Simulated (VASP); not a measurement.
Input of a VASP 6.6.1 run:

File INCAR:

```
SYSTEM = InP
PREC = Accurate
ENCUT = 520
EDIFF = 1E-7
ISMEAR = -1
SIGMA = 0.05
LREAL = .False.
LASPH = .True.
NELM = 80
ALGO = Normal
ISIF = 2
LWAVE = .False.
LCHARG = .False.
METAGGA = RSCAN
LMIXTAU = .True.
```

File KPOINTS:

```
Automatic mesh
0
Gamma
  8 8 8
  0 0 0
```

The input POSCAR:

```
InP
1.0
    0.0000000000      2.9305000000      2.9305000000
    2.9305000000      0.0000000000      2.9305000000
    2.9305000000      2.9305000000      0.0000000000
In P
1 1
Direct
    0.0000000000      0.0000000000      0.0000000000
    0.7500000000      0.7500000000      0.7500000000
```

KPOINTS_OPT

```
path GXWKGLUWLK,UX
15
line-mode
reciprocal
 0.0000000000  0.0000000000  0.0000000000  G
 0.5000000000  0.0000000000  0.5000000000  X

 0.5000000000  0.0000000000  0.5000000000  X
 0.5000000000  0.2500000000  0.7500000000  W

 0.5000000000  0.2500000000  0.7500000000  W
 0.3750000000  0.3750000000  0.7500000000  K

 0.3750000000  0.3750000000  0.7500000000  K
 0.0000000000  0.0000000000  0.0000000000  G

 0.0000000000  0.0000000000  0.0000000000  G
 0.5000000000  0.5000000000  0.5000000000  L

 0.5000000000  0.5000000000  0.5000000000  L
 0.6250000000  0.2500000000  0.6250000000  U

 0.6250000000  0.2500000000  0.6250000000  U
 0.5000000000  0.2500000000  0.7500000000  W

 0.5000000000  0.2500000000  0.7500000000  W
 0.5000000000  0.5000000000  0.5000000000  L

 0.5000000000  0.5000000000  0.5000000000  L
 0.3750000000  0.3750000000  0.7500000000  K

 0.6250000000  0.2500000000  0.6250000000  U
 0.5000000000  0.0000000000  0.5000000000  X
```

Potentials or basis: VASP PAW PBE potentials, release 64 (In_d, P).

Run with:

```console
$ cat potpaw_PBE.64/In_d/POTCAR potpaw_PBE.64/P/POTCAR > POTCAR
$ mpirun -np 1 vasp_std > vasp.out
```

Q: Predict the band gap on the k mesh.

A: 1.14 eV, direct.

Q: Predict the band gap along the path.

A: 1.14 eV, direct.

Q: Estimate the pressure.

A: 1.4 GPa.

Levels at the corners of the path, in eV from the valence-band top:
```
point  band 6  band 7  band 8  band 9  band 10  band 11  band 12  band 13
    Γ  -11.98    0.00    0.00    0.00     1.14     4.44     4.44     4.44
    X   -9.51   -5.87   -2.40   -2.40     2.00     2.54     9.87    10.29
    X   -9.51   -5.87   -2.40   -2.40     2.00     2.54     9.86    10.29
    W   -9.43   -5.71   -3.05   -3.00     4.57     4.79     6.03     6.59
    W   -9.43   -5.71   -3.05   -3.00     4.57     4.79     6.03     6.59
    K   -9.52   -5.72   -3.41   -2.01     2.64     4.75     8.01     8.03
    K   -9.52   -5.72   -3.41   -2.01     2.64     4.75     8.01     8.03
    Γ  -11.98    0.00    0.00    0.00     1.14     4.44     4.44     4.44
    Γ  -11.98    0.00    0.00    0.00     1.14     4.44     4.44     4.44
    L  -10.19   -5.87   -1.00   -1.00     1.85     5.16     5.16     7.54
    L  -10.19   -5.87   -1.00   -1.00     1.85     5.16     5.16     7.54
    U   -9.52   -5.72   -3.41   -2.01     2.64     4.75     8.01     8.03
    U   -9.52   -5.72   -3.41   -2.01     2.64     4.75     8.01     8.03
    W   -9.43   -5.71   -3.05   -3.00     4.57     4.79     6.03     6.59
    W   -9.43   -5.71   -3.05   -3.00     4.57     4.79     6.03     6.59
    L  -10.19   -5.87   -1.00   -1.00     1.85     5.16     5.16     7.54
    L  -10.19   -5.87   -1.00   -1.00     1.85     5.16     5.16     7.54
    K   -9.52   -5.72   -3.41   -2.01     2.64     4.75     8.01     8.03
    U   -9.52   -5.72   -3.41   -2.01     2.64     4.75     8.01     8.03
    X   -9.51   -5.87   -2.40   -2.40     2.00     2.54     9.86    10.29
```

Caveat: the PAW data sets were made with another functional, which shifts forces and pressure a little; spin-orbit coupling is left out, which moves the levels of the heavy elements.

**Measured values to compare with.**

From a printed reference work, data compilation, for a bulk crystal of InP at 1.6 K: band gap 1.4236 eV (direct).

Measured gap of InP: 1.4236 eV (direct; 1.6 K; a printed reference work, data compilation). This calculation gives 1.14 eV (-0.29 eV). Spin-orbit coupling on In is left out. The value is that of rSCAN, without temperature or zero-point motion.
